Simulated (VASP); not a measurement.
Write the native input for VASP 6.6.1 that does the following.

```
Task                   : relaxation of cell and atoms
Functional             : PBE
Potentials or basis    : VASP PAW PBE potentials, release 64 (Ti_sv, C)
Cutoff                 : 520 eV
k mesh                 : 16 × 16 × 16
Occupations            : methfessel-paxton, width 0.2 eV
Spin                   : no spin polarisation
Further INCAR settings : ALGO = Normal; EDIFF = 1e-07; IBRION = 2; EDIFFG = -0.002; NSW = 80; ISIF = 3
```

The structure of TiC lies in POSCAR:

```
TiC
1.0
    0.0000000000      2.1593000000      2.1593000000
    2.1593000000      0.0000000000      2.1593000000
    2.1593000000      2.1593000000      0.0000000000
Ti C
1 1
Direct
    0.0000000000      0.0000000000      0.0000000000
    0.5000000000      0.5000000000      0.5000000000
```

One way to write it, as run:

INCAR

```
SYSTEM = TiC
ALGO     = Normal         ! electronic algorithm
EDIFF    = 1E-7           ! SCF threshold, eV
EDIFFG   = -0.002         ! ionic threshold
ENCUT    = 520            ! plane-wave cutoff, eV
GGA      = PE             ! functional
IBRION   = 2              ! ionic algorithm
ISIF     = 3              ! what is computed and relaxed
ISMEAR   = 1              ! smearing method
LASPH    = .True.         ! aspherical terms in the spheres
LCHARG   = .False.        ! write CHGCAR
LREAL    = .False.        ! projectors in reciprocal space
LWAVE    = .False.        ! write WAVECAR
NELM     = 100            ! most SCF steps
NSW      = 80             ! ionic steps
PREC     = Accurate       ! precision mode
SIGMA    = 0.2            ! smearing width, eV
```

KPOINTS

```
k-points
0
Gamma
  16 16 16
  0 0 0
```

Potentials or basis: VASP PAW PBE potentials, release 64 (Ti_sv, C).

Launch:

```sh
$ cat potpaw_PBE.64/Ti_sv/POTCAR potpaw_PBE.64/C/POTCAR > POTCAR
$ mpirun -np 1 vasp_std > vasp.out
```

Results of the run:

| Quantity | Value |
| --- | --- |
| Relaxed volume | 10.18 Å³/atom |
| Relaxed cell | a = 3.065 Å, b = 3.065 Å, c = 3.065 Å, α = 60.00°, β = 60.00°, γ = 60.00° |
| Space group after relaxing (to 0.05 Å) | Fm-3m (No. 225) |
| Energy gained by relaxing | 0.9 meV/atom |
| Ionic steps | 3 |
| Pressure after relaxing | 0.0 GPa |
| Band gap on the k mesh | none (metal or under the smearing width) |

Wall time 44 s on 1 thread of Intel(R) Xeon(R) Platinum 8488C (Sapphire Rapids), on a shared host, peak memory 0.17 GiB.
